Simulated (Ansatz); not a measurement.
Set up this calculation in Ansatz 0.2.0, as the native input.

- Task: relaxation of cell and atoms
- Functional: PBE
- Potentials or basis: all-electron LAPW, scalar-relativistic
- Basis error allowed: 0.001 eV/atom
- k mesh: 11 × 11 × 11
- Occupations: fermi-dirac, width 0.05 eV
- Spin: no spin polarisation

MgO:

```
Mg O
1.0
     0.00000    2.09700    2.09700
     2.09700    0.00000    2.09700
     2.09700    2.09700    0.00000
Mg O
1 1
Direct
  0.00000 0.00000 0.00000
  0.50000 0.50000 0.50000
```

The cell is a database's computed one.

These files were run (other wordings do the same):

input.yaml

```yaml
crystal:
  lattice:
    - [0.0, 2.0970013927, 2.0970013927]
    - [2.0970013927, 0.0, 2.0970013927]
    - [2.0970013927, 2.0970013927, 0.0]
  atoms:
    - { symbol: Mg, position: [0.0, 0.0, 0.0] }
    - { symbol: O, position: [0.5, 0.5, 0.5] }
kpoints:
  mp_grid: { grid: [11, 11, 11] }
scf:
  occupations: { method: fermi_dirac, width: 0.05 }
hamiltonian:
  xc: pbe
  pseudopotentials: { kind: all_electron, lapw: { basis_error: 0.001 } }
output:
  forces: true
  stress: true
relax:
  f_tol: 0.005
  max_steps: 60
  cell: {}
```

Potentials or basis: all-electron LAPW, scalar-relativistic.

Run with:

```sh
$ ansatz run input.yaml --threads 1 --pin off --max-ram 3072MiB --backend cpu --events-out ev --progress --plain --runs-dir out
```

It gave:

```yaml
Relaxed_volume: 9.63 Å³/atom
Relaxed_cell: a = 3.008 Å, b = 3.008 Å, c = 3.008 Å, α = 60.00°, β = 60.00°, γ = 60.00°
Space_group_after_relaxing_to_0.05_Å: Fm-3m (No. 225)
Energy_gained_by_relaxing: 8.5 meV/atom
Ionic_steps: 5
Pressure_after_relaxing: 0.0 GPa
Band_gap_on_the_k_mesh: 4.45 eV
```

Caveat: an odd mesh through Γ misses points on the zone boundary, where band edges often lie.

Run time: 16 s on 1 thread of Arm Neoverse V1, with other jobs on the host, peak memory 0.28 GiB.
